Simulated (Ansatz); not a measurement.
# Computed properties of SiO2

```xyz
6
Lattice="4.1801 0.0000 0.0000 0.0000 4.1801 0.0000 0.0000 0.0000 2.6678" Properties=species:S:1:pos:R:3 pbc="T T T"
Si    0.0000    0.0000    0.0000
Si    2.0901    2.0901    1.3339
O     1.2820    1.2820    0.0000
O     0.8080    3.3721    1.3339
O     2.8981    2.8981    0.0000
O     3.3721    0.8080    1.3339
```

Atom numbers follow the list: Si1, Si2, O3, O4, O5, O6.

The cell is COD entry 9001276, as deposited and not checked against the literature; nothing was relaxed.

Methods: DFT, PBEsol, all-electron LAPW, scalar-relativistic (Ansatz 0.2.0); DFT, PBEsol, PAW with Ansatz's default frozen-core files, scalar-relativistic (Ansatz 0.2.0).

For LAPW: a Γ-centred 6×6×9 k mesh, Fermi–Dirac smearing of 0.03 eV, basis error target 1 meV/atom, no spin polarisation. PAW takes a cutoff of 420 eV at this cell (files made with PBE, cores remade for this functional). The Ansatz runs share mesh, smearing and spin set-up. Values come from LAPW unless marked.

| Property | Result |
| --- | --- |
| Band gap | 5.59 eV, direct at Γ |
| Pressure at this cell | 3.89 GPa |
| Largest force | 0.190 eV/Å on O3 |
| Löwdin charges (with 0.39 e of the cell spilling out of the atomic basis, so their sizes and signs hang on that basis) | Si1 1.61, O3 -0.71 e |
| Volume per atom | 7.77 Å³ |

Problem. Give the computed value. Bader charges (from the PAW run).

Solution. Si1 +3.28, O3 -1.64 e.

Problem. Predict this quantity. Stress xx, yy, zz (compression positive).

Solution. 3.70, 3.70, 4.28 GPa.
